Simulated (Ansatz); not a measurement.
# Cu: strong compression, part 2 of 2

Aim: compress Cu (bcc type) step by step, far beyond the usual range, and follow pressure and electronic structure. The runs shown use LAPW, crystal datasets and norm-conserving. Companion runs by PAW are cited. Its runs: the reference run (LAPW); volume scaled by 1 (crystal datasets and norm-conserving); volume scaled by 0.88 (LAPW and norm-conserving); volume scaled by 0.78 (LAPW); volume scaled by 0.68 (LAPW and crystal datasets); volume scaled by 0.58 (LAPW and crystal datasets); volume scaled by 0.5 (LAPW, crystal datasets and norm-conserving); volume scaled by 0.43 (LAPW, crystal datasets and norm-conserving).

Ansatz 0.2.0; DFT PBE; a cell built from a prototype (bcc type), not taken from measurement. «Crystal datasets» are all-electron PAW datasets made for this crystal.

### 10 Volume scaled by 0.58, LAPW

This is Cu in the bcc structure; at room conditions it is fcc.

The input, input.yaml:

```yaml
crystal:
  lattice:
    - [-1.2030562614, 1.2030562614, 1.2030562614]
    - [1.2030562614, -1.2030562614, 1.2030562614]
    - [1.2030562614, 1.2030562614, -1.2030562614]
  atoms:
    - { symbol: Cu, position: [0.0, 0.0, 0.0] }
kpoints:
  mp_grid: { grid: [18, 18, 18] }
scf:
  occupations: { method: fermi_dirac, width: 0.1 }
hamiltonian:
  xc: pbe
  pseudopotentials: { kind: all_electron, lapw: { basis_error: 0.001 } }
output:
  forces: true
  stress: true
  eigenvalues: true
  populations: true
```

On the command line:

```bash
ansatz run input.yaml --threads 1 --pin off --max-ram 2048MiB --backend cpu --events-out ev --progress --plain --runs-dir out
```

The log of the run, cut to the lines that bear on the results:

```text
Cu: projections on atomic orbitals take those of the free atom 1s2 2s2 2p6 3s2 3p6 3d10 4s1, of charge +0.00 (hamiltonian.pseudopotentials.projection_atoms)
LAPW: plane waves up to 11.133 Å⁻¹, error target 1.0e-3 eV per atom; small_component_spin mean_spin; Cu in spheres of 1.042 Å, 19 of its electrons in bands, Dirac shells []
[...]
Pseudopotentials: kind: all_electron
[...]
       -0.000000     291.781309       0.000000
        0.000000       0.000000     291.781309
  P = ⅓ Tr σ = 291.7813 GPa (2917.813 kbar)
--- Band table (eV; the first three rows and the last of 195) ---
  k-point 0: bands = ["-82.9372", "-39.8881", "-39.8881", "-39.8881", "17.2956", "26.0199", "26.0199", "26.0199", "28.2079", "28.2079", "61.5734", "61.5734", "61.5734", "69.3976"]
[...]
--- Löwdin populations: 1 site ---
  site symbol       q [e]
     0     Cu     28.8188
  spilling = 0.006247 (of n_electrons = 29.000000)
```

Run time: 7.9 s. Hardware: 1 thread of Intel Xeon 6975P-C (Granite Rapids), shared host; peak memory 0.39 GiB.

Result: pressure 291.78 GPa; no gap.

### 11 Volume scaled by 0.58, crystal datasets

Edit input.yaml of step 10 so:

```diff
@@ -13,3 +13,3 @@
   xc: pbe
-  pseudopotentials: { kind: all_electron, lapw: { basis_error: 0.001 } }
+  pseudopotentials: { kind: all_electron, datasets: crystal }
 output:
@@ -18,2 +18 @@
   eigenvalues: true
-  populations: true
```

On the command line:

```bash
ansatz run input.yaml --threads 1 --pin off --max-ram 2048MiB --backend cpu --events-out ev --progress --plain --runs-dir out
```

The log of the run, cut to the lines that bear on the results:

```text
[...]
Pseudopotentials: kind: all_electron
Pseudopotential: Cu, paw, valence charge 19, recommended cutoff 540 eV (normal), Koelling and Harmon's equation, gaussian nucleus
Functional definition: PBE
[...]
Crystal: 1 atoms, lattice volume = 6.965 Å³
Basis set: ecut = 540 eV, 201 PW (Γ), exchange–correlation on 32×32×32 points (8 copies of the dense FFT grid, shifted against one another)
[...]
  atom   1  Cu     0.00000000    -0.00000000     0.00000000
[...]
--- Stress (GPa, compression-positive) ---
      291.779026      -0.000000      -0.000000
       -0.000000     291.779026       0.000000
        0.000000      -0.000000     291.779026
  P = ⅓ Tr σ = 291.7790 GPa (2917.790 kbar)
  It holds what live shells' own plane waves past their cutoff add
--- Band table (eV; the first three rows and the last of 195) ---
  k-point 0: bands = ["17.2956", "26.0200", "26.0200", "26.0200", "28.2078", "28.2078", "61.5576"]
[...]
```

Run time: 5.4 s. Hardware: 1 thread of Intel Xeon 6975P-C (Granite Rapids), shared host; peak memory 0.47 GiB.

This run gives: pressure 291.78 GPa.

### 12 Volume scaled by 0.5, LAPW

The input, input.yaml:

```yaml
crystal:
  lattice:
    - [-1.1449853801, 1.1449853801, 1.1449853801]
    - [1.1449853801, -1.1449853801, 1.1449853801]
    - [1.1449853801, 1.1449853801, -1.1449853801]
  atoms:
    - { symbol: Cu, position: [0.0, 0.0, 0.0] }
kpoints:
  mp_grid: { grid: [18, 18, 18] }
scf:
  occupations: { method: fermi_dirac, width: 0.1 }
hamiltonian:
  xc: pbe
  pseudopotentials: { kind: all_electron, lapw: { basis_error: 0.001 } }
output:
  forces: true
  stress: true
  eigenvalues: true
  populations: true
```

On the command line:

```bash
ansatz run input.yaml --threads 1 --pin off --max-ram 2048MiB --backend cpu --events-out ev --progress --plain --runs-dir out
```

The log of the run, cut to the lines that bear on the results:

```text
Cu: projections on atomic orbitals take those of the free atom 1s2 2s2 2p6 3s2 3p6 3d10 4s1, of charge +0.00 (hamiltonian.pseudopotentials.projection_atoms)
LAPW: plane waves up to 11.773 Å⁻¹, error target 1.0e-3 eV per atom; small_component_spin mean_spin; Cu in spheres of 0.992 Å, 19 of its electrons in bands, Dirac shells []
[...]
Pseudopotentials: kind: all_electron
[...]
        0.000000     531.225970       0.000000
        0.000000       0.000000     531.225970
  P = ⅓ Tr σ = 531.2260 GPa (5312.260 kbar)
--- Band table (eV; the first three rows and the last of 195) ---
  k-point 0: bands = ["-78.0047", "-34.6739", "-34.6739", "-34.6739", "21.5127", "30.7675", "30.7675", "30.7675", "33.4561", "33.4561", "68.5915", "68.5915", "68.5915", "78.0847"]
[...]
--- Löwdin populations: 1 site ---
  site symbol       q [e]
     0     Cu     28.8218
  spilling = 0.006145 (of n_electrons = 29.000000)
```

Wall time 8.2 s (1 thread of Intel Xeon 6975P-C (Granite Rapids), shared host); peak memory 0.39 GiB.

Read from it: pressure 531.23 GPa; no gap.

### 13 Volume scaled by 0.5, crystal datasets

Edit input.yaml of step 12 so:

```diff
@@ -13,3 +13,3 @@
   xc: pbe
-  pseudopotentials: { kind: all_electron, lapw: { basis_error: 0.001 } }
+  pseudopotentials: { kind: all_electron, datasets: crystal }
 output:
@@ -18,2 +18 @@
   eigenvalues: true
-  populations: true
```

On the command line:

```bash
ansatz run input.yaml --threads 1 --pin off --max-ram 2048MiB --backend cpu --events-out ev --progress --plain --runs-dir out
```

The log of the run, cut to the lines that bear on the results:

```text
[...]
Pseudopotentials: kind: all_electron
Pseudopotential: Cu, paw, valence charge 19, recommended cutoff 640 eV (normal), Koelling and Harmon's equation, gaussian nucleus
Functional definition: PBE
[...]
Crystal: 1 atoms, lattice volume = 6.004 Å³
Basis set: ecut = 640 eV, 225 PW (Γ), exchange–correlation on 36×36×36 points (8 copies of the dense FFT grid, shifted against one another)
[...]
  atom   1  Cu     0.00000000    -0.00000000     0.00000000
[...]
--- Stress (GPa, compression-positive) ---
      531.221335      -0.000000      -0.000000
       -0.000000     531.221335      -0.000000
       -0.000000      -0.000000     531.221335
  P = ⅓ Tr σ = 531.2213 GPa (5312.213 kbar)
  It holds what live shells' own plane waves past their cutoff add
--- Band table (eV; the first three rows and the last of 195) ---
  k-point 0: bands = ["21.5126", "30.7676", "30.7676", "30.7676", "33.4560", "33.4560", "68.5739"]
[...]
```

Wall time 5.9 s (1 thread of Intel Xeon 6975P-C (Granite Rapids), shared host); peak memory 0.49 GiB.

In short: pressure 531.22 GPa.

### 14 Volume scaled by 0.5, norm-conserving

Edit input.yaml of step 13 so:

```diff
@@ -13,3 +13,3 @@
   xc: pbe
-  pseudopotentials: { kind: all_electron, datasets: crystal }
+  pseudopotentials: { kind: nc }
 output:
```

On the command line:

```bash
ansatz run input.yaml --threads 1 --pin off --max-ram 2048MiB --backend cpu --events-out ev --progress --plain --runs-dir out
```

The log of the run, cut to the lines that bear on the results:

```text
[...]
Pseudopotentials: kind: nc
Pseudopotential: Cu, nc, valence charge 19, recommended cutoff 1251.723767 eV (normal), Cu.nc.azcp
Functional definition: PBE
[...]
Crystal: 1 atoms, lattice volume = 6.004 Å³
Basis set: ecut = 1251.723767 eV, 603 PW (Γ), exchange–correlation on 48×48×48 points (8 copies of the dense FFT grid, shifted against one another)
[...]
  atom   1  Cu     0.00000000    -0.00000000    -0.00000000
[...]
--- Stress (GPa, compression-positive) ---
      533.517150      -0.000000      -0.000000
        0.000000     533.517150      -0.000000
       -0.000000       0.000000     533.517150
  P = ⅓ Tr σ = 533.5172 GPa (5335.172 kbar)
--- Band table (eV; the first three rows and the last of 195) ---
  k-point 0: bands = ["-76.3677", "-33.1294", "-33.1294", "-33.1294", "22.9857", "32.1566", "32.1566", "32.1566", "34.8632", "34.8632", "70.0430", "70.0430", "70.0430", "79.5209"]
[...]
```

Run time: 1.8 s. Hardware: 1 thread of Intel Xeon 6975P-C (Granite Rapids), shared host; peak memory 0.31 GiB.

This run gives: pressure 533.52 GPa; no gap.

### 15 Volume scaled by 0.43, LAPW

The input, input.yaml:

```yaml
crystal:
  lattice:
    - [-1.0888450767, 1.0888450767, 1.0888450767]
    - [1.0888450767, -1.0888450767, 1.0888450767]
    - [1.0888450767, 1.0888450767, -1.0888450767]
  atoms:
    - { symbol: Cu, position: [0.0, 0.0, 0.0] }
kpoints:
  mp_grid: { grid: [18, 18, 18] }
  band_path:
    path:
      - [0.0, 0.0, 0.0]
      - [0.5, -0.5, 0.5]
      - [0.0, 0.0, 0.5]
      - [0.0, 0.0, 0.0]
      - [0.25, 0.25, 0.25]
      - [0.5, -0.5, 0.5]
      - [0.25, 0.25, 0.25]
      - [0.0, 0.0, 0.5]
    npoints: 8
scf:
  occupations: { method: fermi_dirac, width: 0.1 }
hamiltonian:
  xc: pbe
  pseudopotentials: { kind: all_electron, lapw: { basis_error: 0.001 } }
output:
  forces: true
  stress: true
  eigenvalues: true
  populations: true
  dos: { projected: true, de: 0.2, e_range: [-14, 8] }
```

On the command line:

```bash
ansatz run input.yaml --threads 1 --pin off --max-ram 2048MiB --backend cpu --events-out ev --progress --plain --runs-dir out
```

The log of the run, cut to the lines that bear on the results:

```text
Cu: projections on atomic orbitals take those of the free atom 1s2 2s2 2p6 3s2 3p6 3d10 4s1, of charge +0.00 (hamiltonian.pseudopotentials.projection_atoms)
LAPW: plane waves up to 12.454 Å⁻¹, error target 1.0e-3 eV per atom; small_component_spin mean_spin; Cu in spheres of 0.943 Å, 19 of its electrons in bands, Dirac shells []
[...]
Pseudopotentials: kind: all_electron
[...]
       -0.000000     926.479568      -0.000000
        0.000000      -0.000000     926.479568
  P = ⅓ Tr σ = 926.4796 GPa (9264.796 kbar)
--- Band table (eV; the first three rows and the last of 195) ---
  k-point 0: bands = ["-72.3590", "-28.5606", "-28.5606", "-28.5606", "26.6855", "36.2647", "36.2647", "36.2647", "39.5649", "39.5649", "76.4807", "76.4807", "76.4807", "87.9958"]
[...]
--- Löwdin populations: 1 site ---
  site symbol       q [e]
     0     Cu     28.8268
  spilling = 0.005974 (of n_electrons = 29.000000)
```

Wall time 9.2 s (1 thread of Intel Xeon 6975P-C (Granite Rapids), shared host); peak memory 0.4 GiB.

This run gives: pressure 926.48 GPa; no gap.

At the corners of the path (eV, zero at the Fermi level):

```csv
point,band 6,band 7,band 8,band 9,band 10,band 11,band 12
Γ,-8.70,-8.70,-8.70,-5.40,-5.40,31.52,31.52
H,-14.35,-3.28,-3.28,-3.28,12.74,12.74,12.74
N,-11.23,-5.34,-4.85,-3.60,-2.65,10.77,22.90
Γ,-8.70,-8.70,-8.70,-5.40,-5.40,31.52,31.52
P,-10.69,-10.69,-4.75,-4.75,10.82,10.82,10.82
H,-14.35,-3.28,-3.28,-3.28,12.74,12.74,12.74
P,-10.69,-10.69,-4.75,-4.75,10.82,10.82,10.82
N,-11.23,-5.34,-4.85,-3.60,-2.65,10.77,22.90
```

States per cell, counted by energy window (eV from the Fermi level, on a grid of 0.20 eV):

```csv
from,to,total,Cu 3d,Cu 4s
-10,-9,1.05,0.96,0.07
-9,-8,0.80,0.71,0.07
-8,-7,0.41,0.36,0.03
-7,-6,0.79,0.76,0.02
-6,-5,1.52,1.50,0.01
-5,-4,1.44,1.39,0.04
-4,-3,0.74,0.68,0.05
-3,-2,0.21,0.14,0.06
-2,-1,0.17,0.07,0.07
-1,0,0.16,0.05,0.08
0,1,0.16,0.04,0.08
1,2,0.15,0.03,0.07
2,3,0.14,0.02,0.07
3,4,0.13,0.01,0.05
4,5,0.12,0.01,0.04
```

### 16 Volume scaled by 0.43, crystal datasets

The input, input.yaml:

```yaml
crystal:
  lattice:
    - [-1.0888450767, 1.0888450767, 1.0888450767]
    - [1.0888450767, -1.0888450767, 1.0888450767]
    - [1.0888450767, 1.0888450767, -1.0888450767]
  atoms:
    - { symbol: Cu, position: [0.0, 0.0, 0.0] }
kpoints:
  mp_grid: { grid: [18, 18, 18] }
scf:
  occupations: { method: fermi_dirac, width: 0.1 }
hamiltonian:
  xc: pbe
  pseudopotentials: { kind: all_electron, datasets: crystal }
output:
  forces: true
  stress: true
  eigenvalues: true
```

On the command line:

```bash
ansatz run input.yaml --threads 1 --pin off --max-ram 2048MiB --backend cpu --events-out ev --progress --plain --runs-dir out
```

The log of the run, cut to the lines that bear on the results:

```text
[...]
Pseudopotentials: kind: all_electron
Pseudopotential: Cu, paw, valence charge 19, recommended cutoff 760 eV (normal), Koelling and Harmon's equation, gaussian nucleus
Functional definition: PBE
[...]
Crystal: 1 atoms, lattice volume = 5.164 Å³
Basis set: ecut = 760 eV, 225 PW (Γ), exchange–correlation on 36×36×36 points (8 copies of the dense FFT grid, shifted against one another)
[...]
  atom   1  Cu     0.00000000     0.00000000     0.00000000
[...]
--- Stress (GPa, compression-positive) ---
      926.470021      -0.000000       0.000000
        0.000000     926.470021      -0.000000
       -0.000000       0.000000     926.470021
  P = ⅓ Tr σ = 926.4700 GPa (9264.700 kbar)
  It holds what live shells' own plane waves past their cutoff add
--- Band table (eV; the first three rows and the last of 195) ---
  k-point 0: bands = ["26.6854", "36.2646", "36.2646", "36.2646", "39.5648", "39.5648", "76.4617"]
[...]
```

It took 6.5 s on 1 thread of Intel Xeon 6975P-C (Granite Rapids), shared host; peak memory 0.53 GiB.

In short: pressure 926.47 GPa.

### 17 Volume scaled by 0.43, norm-conserving

Edit input.yaml of step 16 so:

```diff
@@ -13,3 +13,3 @@
   xc: pbe
-  pseudopotentials: { kind: all_electron, datasets: crystal }
+  pseudopotentials: { kind: nc }
 output:
```

On the command line:

```bash
ansatz run input.yaml --threads 1 --pin off --max-ram 2048MiB --backend cpu --events-out ev --progress --plain --runs-dir out
```

The log of the run, cut to the lines that bear on the results:

```text
[...]
Pseudopotentials: kind: nc
Pseudopotential: Cu, nc, valence charge 19, recommended cutoff 1251.723767 eV (normal), Cu.nc.azcp
Functional definition: PBE
[...]
Crystal: 1 atoms, lattice volume = 5.164 Å³
Basis set: ecut = 1251.723767 eV, 531 PW (Γ), exchange–correlation on 48×48×48 points (8 copies of the dense FFT grid, shifted against one another)
[...]
  atom   1  Cu     0.00000000    -0.00000000     0.00000000
[...]
--- Stress (GPa, compression-positive) ---
      926.831046      -0.000000      -0.000000
       -0.000000     926.831046      -0.000000
       -0.000000      -0.000000     926.831046
  P = ⅓ Tr σ = 926.8310 GPa (9268.310 kbar)
--- Band table (eV; the first three rows and the last of 195) ---
  k-point 0: bands = ["-70.4261", "-26.7615", "-26.7615", "-26.7615", "28.4094", "37.8046", "37.8046", "37.8046", "41.1189", "41.1189", "78.1748", "78.1748", "78.1748", "89.6508"]
[...]
```

It took 1.7 s on 1 thread of Intel Xeon 6975P-C (Granite Rapids), shared host; peak memory 0.3 GiB.

In short: pressure 926.83 GPa; no gap.

### 18 All runs together

The PAW rows are taken from companion runs at the same settings.

| method | volume over the first | volume (Å³/atom) | pressure (GPa) | SCF cycles, all passes |
| --- | --- | --- | --- | --- |
| LAPW | 1 | 12.009 | -0.01 | 7 |
| LAPW | 0.88 | 10.568 | 24.44 | 6 |
| LAPW | 0.78 | 9.367 | 64.22 | 7 |
| LAPW | 0.68 | 8.166 | 140.00 | 6 |
| LAPW | 0.58 | 6.965 | 291.78 | 6 |
| LAPW | 0.5 | 6.004 | 531.23 | 6 |
| LAPW | 0.43 | 5.164 | 926.48 | 6 |
| PAW | 1 | 12.009 | 0.00 | 6 |
| PAW | 0.88 | 10.568 | 24.39 | 6 |
| PAW | 0.78 | 9.367 | 64.06 | 6 |
| PAW | 0.68 | 8.166 | 139.73 | 6 |
| PAW | 0.58 | 6.965 | 291.35 | 6 |
| PAW | 0.5 | 6.004 | 530.47 | 6 |
| PAW | 0.43 | 5.164 | 923.25 | 6 |
| PAW (cutoff 800 eV) | 0.58 | 6.965 | 291.31 | 6 |
| PAW (partial_waves polarizable) | 0.43 | 5.164 | 923.23 | 6 |
| crystal datasets | 1 | 12.009 | -0.01 | 8 |
| crystal datasets | 0.68 | 8.166 | 139.99 | 8 |
| crystal datasets | 0.58 | 6.965 | 291.78 | 7 |
| crystal datasets | 0.5 | 6.004 | 531.22 | 8 |
| crystal datasets | 0.43 | 5.164 | 926.47 | 7 |
| norm-conserving | 1 | 12.009 | 0.01 | 7 |
| norm-conserving | 0.88 | 10.568 | 24.61 | 7 |
| norm-conserving | 0.5 | 6.004 | 533.52 | 7 |
| norm-conserving | 0.43 | 5.164 | 926.83 | 7 |

### 19 Outcome

This closing draws on all 2 parts.

```
                                                      quantity      value
                           LAPW pressure at 0.43 of the volume  926.5 GPa
                            PAW pressure at 0.43 of the volume  923.3 GPa
PAW (partial_waves polarizable) pressure at 0.43 of the volume  923.2 GPa
               crystal datasets pressure at 0.43 of the volume  926.5 GPa
                norm-conserving pressure at 0.43 of the volume  926.8 GPa
                   fitted bulk modulus at zero pressure (LAPW)    146 GPa
                                       its pressure derivative       4.68
```

**Reading.** By LAPW the pressure climbs to 926 GPa at 0.43 of the first volume. A third-order Birch-Murnaghan curve fits the range only roughly (B₀ = 146 GPa, B′ = 4.68, misfit at most 6.21 GPa). A fit over so wide a range leans to the high pressures, so B₀ can be off by several per cent. Where LAPW's pressure is over 3 GPa, PAW's departs from it by at most 0.3 %, at 0.43 of the volume. The ions are at rest, and the electrons smeared by 0.1 eV.
